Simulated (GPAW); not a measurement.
A calculation with GPAW 26.7.0 of CuO (ASE script, structure typed inline):

The input run.py:

```python
from ase import Atoms
from ase.dft.bandgap import bandgap
from ase.io import write
from ase.units import Bohr, GPa
from gpaw import GPAW, PW
from gpaw.elf import elf_from_dft_calculation

atoms = Atoms(['Cu', 'Cu', 'O', 'O'],
              cell=[[3.42205097, 0.0, 0.0],
                    [0.0, 3.42205097, 0.0],
                    [0.0, 0.0, 4.26046148]],
              scaled_positions=[[0.0, 0.5, 0.0],
                                [0.5, 0.0, 0.5],
                                [0.0, 0.0, 0.25],
                                [0.0, 0.0, 0.75]],
              pbc=True)

calc = GPAW(mode=PW(800),
            xc='PBE',
            kpts={'size': (8, 8, 6), 'gamma': True},
            occupations={'name': 'fermi-dirac', 'width': 0.05},
            nbands=33,
            convergence={'density': 1e-05, 'energy': 1e-05},
            maxiter=150,
            txt='gpaw.txt')
atoms.calc = calc
energy = atoms.get_potential_energy()
forces = atoms.get_forces()
stress = atoms.get_stress()
calc.write('gs.gpw')
write('result.traj', atoms)
print(f'Energy: {energy:.6f} eV')
print('Forces (eV/A):')
print(forces.round(4))
print('Stress (GPa):', (stress / GPa).round(3))
print('Fermi level:', round(calc.get_fermi_level(), 4), 'eV')
print(f'Gap: {bandgap(calc)[0]:.4f} eV, direct: {bandgap(calc, direct=True)[0]:.4f} eV')

# fields on the real-space grid
write('density.cube', atoms, data=calc.get_pseudo_density() * Bohr**3)
write('potential.cube', atoms, data=calc.get_electrostatic_potential())
write('elf.cube', atoms, data=elf_from_dft_calculation(calc).data)
```

Potentials or basis: GPAW PAW data sets (gpaw-data 1.2.1), pw.

Command:

```bash
$ OMP_NUM_THREADS=1 python run.py
```

Measurements of this composition are mostly on another form, of space group No. 15.

Question: Write the same calculation in another form: ASE script, structure from a POSCAR.

Answer: As run:

Contents of run.py:

```python
from ase.dft.bandgap import bandgap
from ase.io import read, write
from ase.units import Bohr, GPa
from gpaw import GPAW, PW
from gpaw.elf import elf_from_dft_calculation

atoms = read('POSCAR')

calc = GPAW(mode=PW(800),
            xc='PBE',
            kpts={'size': (8, 8, 6), 'gamma': True},
            occupations={'name': 'fermi-dirac', 'width': 0.05},
            nbands=33,
            convergence={'density': 1e-05, 'energy': 1e-05},
            maxiter=150,
            txt='gpaw.txt')
atoms.calc = calc
energy = atoms.get_potential_energy()
forces = atoms.get_forces()
stress = atoms.get_stress()
calc.write('gs.gpw')
write('result.traj', atoms)
print(f'Energy: {energy:.6f} eV')
print('Forces (eV/A):')
print(forces.round(4))
print('Stress (GPa):', (stress / GPa).round(3))
print('Fermi level:', round(calc.get_fermi_level(), 4), 'eV')
print(f'Gap: {bandgap(calc)[0]:.4f} eV, direct: {bandgap(calc, direct=True)[0]:.4f} eV')

# fields on the real-space grid
write('density.cube', atoms, data=calc.get_pseudo_density() * Bohr**3)
write('potential.cube', atoms, data=calc.get_electrostatic_potential())
write('elf.cube', atoms, data=elf_from_dft_calculation(calc).data)
```

The input POSCAR:

```
CuO
1.0
    3.4220509700      0.0000000000      0.0000000000
    0.0000000000      3.4220509700      0.0000000000
    0.0000000000      0.0000000000      4.2604614800
Cu O
2 2
Direct
    0.0000000000      0.5000000000      0.0000000000
    0.5000000000      0.0000000000      0.5000000000
    0.0000000000      0.0000000000      0.2500000000
    0.0000000000      0.0000000000      0.7500000000
```

Potentials or basis: GPAW PAW data sets (gpaw-data 1.2.1), pw.

Command:

```console
$ OMP_NUM_THREADS=1 python run.py
```

Both were run:

|  | ASE script, structure typed inline | ASE script, structure from a POSCAR |
| --- | --- | --- |
| Pressure | -1.6 GPa | -1.6 GPa |
| Band gap on the k mesh | none (metal or under the smearing width) | none (metal or under the smearing width) |

Keys that steer only the numerical path or the files written may differ.

Caveat: with this Cu data set, volumes or pressures lay over 1.5 % or 2 GPa off other programs in two to four cells of ten; the run has no spin polarisation, though such a crystal can be magnetic; semilocal functionals often make such compounds metallic where correlation or magnetic order opens a gap, which also shifts bond lengths.
